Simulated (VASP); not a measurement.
# MgO (Fm-3m) in VASP: Born charges and dielectric tensor with LDA

Aim: the Born charges and dielectric tensor of MgO with LDA.

Everything below comes from runs of VASP 6.6.1. Logs are shortened: lines on timing, memory, paths and dates and some standing lists are left out, and cuts for length are marked.

**Experimental background.**

“Electronic structure of alkaline earth and post-transition metal oxides”, 2009, arxiv:0908.1581 quotes, for a bulk crystal of MgO: band gap 7.83 eV.

From “Infrared Optical Properties of Ferropericlase (Mg1-xFexO): Experiment and Theory”, 2007, arxiv:0704.2267, for a bulk crystal of MgO at 295 K: high-frequency dielectric constant 2.95 ± 0.1.

The runs below are set against these values where they give the same quantity.

## Step 1: Starting point

Symmetry: Fm-3m, No. 225, cubic system. Conventional cell: a = 4.143 Å, b = 4.143 Å, c = 4.143 Å, α = 90.00°, β = 90.00°, γ = 90.00°. Mg (site symmetry m-3m) is surrounded by 6 O at 2.07 Å. Around O (site symmetry m-3m) lie 6 Mg at 2.07 Å.

## Step 2: Born charges and dielectric tensor, LDA

The input, INCAR:

```
ALGO = Normal
EDIFF = 1E-8
ENCUT = 600
GGA = CA
IBRION = 8
ISIF = 2
ISMEAR = 0
LASPH = True
LCHARG = False
LEPSILON = True
LREAL = False
LWAVE = False
NELM = 60
NSW = 1
PREC = Accurate
SIGMA = 0.02
```

The input, KPOINTS:

```
k-points
0
Gamma
  12 12 12
```

The input, POSCAR:

```
MgO
1.0
    0.0000000000      2.0715800000      2.0715800000
    2.0715800000      0.0000000000      2.0715800000
    2.0715800000      2.0715800000      0.0000000000
Mg O
1 1
Direct
    0.0000000000      0.0000000000      0.0000000000
    0.5000000000      0.5000000000      0.5000000000
```

Potentials or basis: VASP PAW LDA potentials, release 64 (Mg, O).

Started as:

```bash
> cat potpaw_LDA.64/Mg/POTCAR potpaw_LDA.64/O/POTCAR > POTCAR
> mpirun -np 1 vasp_std > vasp.out
```

OUTCAR:

```text
EDIFF = 1E-8
   ENCUT = 600
   GGA = CA
   IBRION = 8
   ISIF = 2
   ISMEAR = 0
   LASPH = True
   LEPSILON = True
   LREAL = False
   NELM = 60
   NSW = 1
   PREC = Accurate

 ion  position               nearest neighbor table
   1  0.000  0.000  0.000-   2 2.07   2 2.07   2 2.07   2 2.07   2 2.07   2 2.07
   2  0.500  0.500  0.500-   1 2.07   1 2.07   1 2.07   1 2.07   1 2.07   1 2.07

  LATTYP: Found a face centered cubic cell.
 ALAT       =     4.1431600000

  Lattice vectors:

 A1 = (   0.0000000000,   2.0715800000,   2.0715800000)
 A2 = (   2.0715800000,   0.0000000000,   2.0715800000)
 A3 = (   2.0715800000,   2.0715800000,   0.0000000000)

Analysis of symmetry for initial positions (statically):
=====================================================================
 Subroutine PRICEL returns:
 Original cell was already a primitive cell.

 Routine SETGRP: Setting up the symmetry group for a
 face centered cubic supercell.

 Subroutine GETGRP returns: Found 48 space group operations
 (whereof 48 operations were pure point group operations)
 out of a pool of 48 trial point group operations.

The static configuration has the point symmetry O_h .

Analysis of symmetry for dynamics (positions and initial velocities):
=====================================================================
 Subroutine PRICEL returns:
 Original cell was already a primitive cell.

 Routine SETGRP: Setting up the symmetry group for a
 face centered cubic supercell.

 Subroutine GETGRP returns: Found 48 space group operations
 (whereof 48 operations were pure point group operations)
 out of a pool of 48 trial point group operations.

The dynamic configuration has the point symmetry O_h .

 Subroutine INISYM returns: Found 48 space group operations
 (whereof 48 operations are pure point group operations),
 and found     1 'primitive' translations

----------------------------------------------------------------------------------------

                                     Primitive cell

  volume of cell :      17.7801

  direct lattice vectors                    reciprocal lattice vectors
     0.000000000  2.071580000  2.071580000    -0.241361666  0.241361666  0.241361666
     2.071580000  0.000000000  2.071580000     0.241361666 -0.241361666  0.241361666
     2.071580000  2.071580000  0.000000000     0.241361666  0.241361666 -0.241361666

  length of vectors
     2.929656532  2.929656532  2.929656532     0.418050668  0.418050668  0.418050668

  position of ions in fractional coordinates (direct lattice)
     0.000000000  0.000000000  0.000000000
     0.500000000  0.500000000  0.500000000

  ion indices of the primitive-cell ions
   primitive index   ion index
                 1           1
                 2           2

----------------------------------------------------------------------------------------

 KPOINTS: k-points

Automatic generation of k-mesh.
 Grid dimensions read from file:
 generate k-points for:   12   12   12

 Generating k-lattice:

  Cartesian coordinates                     Fractional coordinates (reciprocal lattice)
[... 414 lines left out ...]
  ---------------------------------------------------
  free energy    TOTEN  =        -0.10984881 eV

  energy without entropy =       -0.10984881

------------------------ aborting loop because EDIFF is reached ----------------------------------------

--------------------------------------- Ionic step        2  -------------------------------------------

------------------------ aborting loop because EDIFF is reached ----------------------------------------

--------------------------------------- Ionic step        3  -------------------------------------------

------------------------ aborting loop because EDIFF is reached ----------------------------------------

 PIEZOELECTRIC TENSOR FIELD DIRECTION 3  (e Angst)
 -----------------------------------------------------------------------------
    -0.00017  0.00000  0.00000           ( -0.00001  0.00000  0.00000)
     0.00000 -0.00017  0.00000           (  0.00000 -0.00001  0.00000)
     0.00000  0.00000 -0.00015           (  0.00000  0.00000 -0.00001)

 PIEZOELECTRIC TENSOR FIELD DIRECTION 3  (C/m^2)
 -----------------------------------------------------------------------------
    -0.00015  0.00000  0.00000
     0.00000 -0.00015  0.00000
     0.00000  0.00000 -0.00014

--------------------------------------- Ionic step        4  -------------------------------------------

------------------------ aborting loop because EDIFF is reached ----------------------------------------

[... ionic steps 5 to 6 ...]

--------------------------------------- Ionic step        7  -------------------------------------------

 Free energy of the ion-electron system (eV)
  ---------------------------------------------------
  ---------------------------------------------------
  free energy    TOTEN  =        -0.35278450 eV

  energy without entropy =       -0.35278450

------------------------ aborting loop because EDIFF is reached ----------------------------------------

 INTERNAL STRAIN TENSOR  FOR ION    2  DIRECTION 1   (eV/Angst):
 -----------------------------------------------------------------------------
    -0.00455  0.00000  0.00000
     0.00000  0.00707 -0.00000
     0.00000 -0.00000  0.00707

 MACROSCOPIC STATIC DIELECTRIC TENSOR (including local field effects in DFT)
 ------------------------------------------------------
           3.090324    -0.000000    -0.000000
           0.000000     3.090324    -0.000000
          -0.000000    -0.000000     3.090324
 ------------------------------------------------------

 PIEZOELECTRIC TENSOR (including local field effects)  for field in x, y, z        (e  Angst)
          XX          YY          ZZ          XY          YZ          ZX
  --------------------------------------------------------------------------------
  x     0.00000     0.00000     0.00000     0.00000     0.00000     0.00000
  y     0.00000     0.00000     0.00000     0.00000     0.00000     0.00000
  z     0.00000     0.00000     0.00000     0.00000     0.00000     0.00000

 PIEZOELECTRIC TENSOR (including local field effects)  for field in x, y, z        (C/m^2)
          XX          YY          ZZ          XY          YZ          ZX
  --------------------------------------------------------------------------------
  x     0.00000     0.00000     0.00000     0.00000     0.00000     0.00000
  y     0.00000     0.00000     0.00000     0.00000     0.00000     0.00000
  z     0.00000     0.00000     0.00000     0.00000     0.00000     0.00000

 BORN EFFECTIVE CHARGES (including local field effects) (in |e|, cummulative output)
 ---------------------------------------------------------------------------------
 ion    1
    1     1.94768     0.00000     0.00000
    2     0.00000     1.94768    -0.00000
    3    -0.00000    -0.00000     1.94768
 ion    2
    1    -1.94768    -0.00000    -0.00000
    2    -0.00000    -1.94768     0.00000
    3     0.00000     0.00000    -1.94768

 INTERNAL STRAIN TENSOR FOR ION    2 for displacements in x,y,z  (eV/Angst):
          X           Y           Z          XY          YZ          ZX
  --------------------------------------------------------------------------------
  x     0.00000     0.00000     0.00000     0.00000     0.00000     0.00000
  y     0.00000     0.00000     0.00000     0.00000     0.00000     0.00000
  z     0.00000     0.00000     0.00000     0.00000     0.00000     0.00000

 SECOND DERIVATIVES (NOT SYMMETRIZED)
 ------------------------------------
               1X          1Y          1Z          2X          2Y          2Z
  1X    -6.428666    0.000000    0.000000    6.428666    0.000000    0.000000
  1Y     0.000000   -6.428666    0.000000    0.000000    6.428666    0.000000
  1Z     0.000000    0.000000   -6.428666    0.000000    0.000000    6.428666
  2X     6.423714    0.000000    0.000000   -6.423714    0.000000    0.000000
  2Y     0.000000    6.423714    0.000000    0.000000   -6.423714    0.000000
  2Z     0.000000    0.000000    6.423714    0.000000    0.000000   -6.423714

 Eigenvectors and eigenvalues of the dynamical matrix
 ----------------------------------------------------

   1 f  =   12.757981 THz    80.160756 2PiTHz  425.560422 cm-1    52.762744 meV
             X         Y         Z           dx          dy          dz
      0.000000  0.000000  0.000000    -0.629596    0.027438   -0.003731
      2.071580  2.071580  2.071580     0.775679   -0.033805    0.004596
[... 21 lines left out ...]
   6 f/i=    0.002405 THz     0.015111 2PiTHz    0.080220 cm-1     0.009946 meV
             X         Y         Z           dx          dy          dz
      0.000000  0.000000  0.000000    -0.029658    0.187204    0.752939
      2.071580  2.071580  2.071580    -0.024072    0.151948    0.611138

--------------------------------------------------------------------------------------------------------

 MACROSCOPIC STATIC DIELECTRIC TENSOR IONIC CONTRIBUTION
 ------------------------------------------------------
           6.007766     0.000000     0.000000
           0.000000     6.007766    -0.000000
           0.000000    -0.000000     6.007766
 ------------------------------------------------------

 ELASTIC MODULI CONTR FROM IONIC RELAXATION (kBar)
 Direction    XX          YY          ZZ          XY          YZ          ZX
 --------------------------------------------------------------------------------
 XX           0.0000      0.0000      0.0000      0.0000      0.0000      0.0000
 YY           0.0000      0.0000      0.0000      0.0000      0.0000      0.0000
 ZZ           0.0000      0.0000      0.0000      0.0000      0.0000      0.0000
 XY           0.0000      0.0000      0.0000      0.0000      0.0000      0.0000
 YZ           0.0000      0.0000      0.0000      0.0000      0.0000      0.0000
 ZX           0.0000      0.0000      0.0000      0.0000      0.0000      0.0000
 --------------------------------------------------------------------------------

 PIEZOELECTRIC TENSOR IONIC CONTR  for field in x, y, z        (C/m^2)
          XX          YY          ZZ          XY          YZ          ZX
  --------------------------------------------------------------------------------
  x     0.00000     0.00000     0.00000     0.00000     0.00000     0.00000
  y     0.00000     0.00000     0.00000     0.00000     0.00000     0.00000
  z     0.00000     0.00000     0.00000     0.00000     0.00000     0.00000
```

It took 2.3 min on 1 thread of AMD EPYC 7R13 (Zen 3), shared host; peak memory 0.18 GiB.

What came out:

- Band gap on the k mesh: 5.16 eV, direct
- Electronic dielectric tensor (diagonal): 3.09
- Born charges (mean of the diagonal): Mg +1.95; O -1.95 e
- Highest phonon frequency at Γ, LO-TO splitting left out: 426 cm⁻¹

Levels at points of the mesh, in eV from the valence-band top:
```tsv
k point	band 2	band 3	band 4	band 5	band 6	band 7
(0.00, 0.00, 0.00)	0.00	0.00	0.00	5.16	15.80	15.80
(0.50, 0.00, 0.00)	-4.92	-0.72	-0.72	8.05	12.96	16.51
(0.50, 0.50, 0.00)	-4.36	-1.44	-1.44	8.94	10.25	13.42
```

Phonon frequencies in cm⁻¹ (negative: imaginary):
```
              q point        frequencies
(0.000, 0.000, 0.000)  0 0 0 426 426 426
```

Electronic dielectric tensor:
```
3.09 0.00 0.00
0.00 3.09 0.00
0.00 0.00 3.09
```

Born effective charge tensors (e):
atom 1, Mg
```
1.95 0.00 0.00
0.00 1.95 0.00
0.00 0.00 1.95
```
atom 2, O
```
-1.95  0.00  0.00
 0.00 -1.95  0.00
 0.00  0.00 -1.95
```

## Step 3: How close it comes

Step 2. A measured gap of MgO is 7.83 eV (quoted in “Electronic structure of alkaline earth and post-transition metal oxides”, 2009, arxiv:0908.1581); the calculated 5.16 eV misses it by -2.67 eV. The value is that of LDA on a finite k mesh, which can miss the band edges, without temperature or zero-point motion. Semilocal functionals fall short of measured gaps as a rule. Measured high-frequency dielectric constant of MgO: 2.95 (295 K; “Infrared Optical Properties of Ferropericlase (Mg1-xFexO): Experiment and Theory”, 2007, arxiv:0704.2267). This calculation gives 3.09 (+4.8 %).
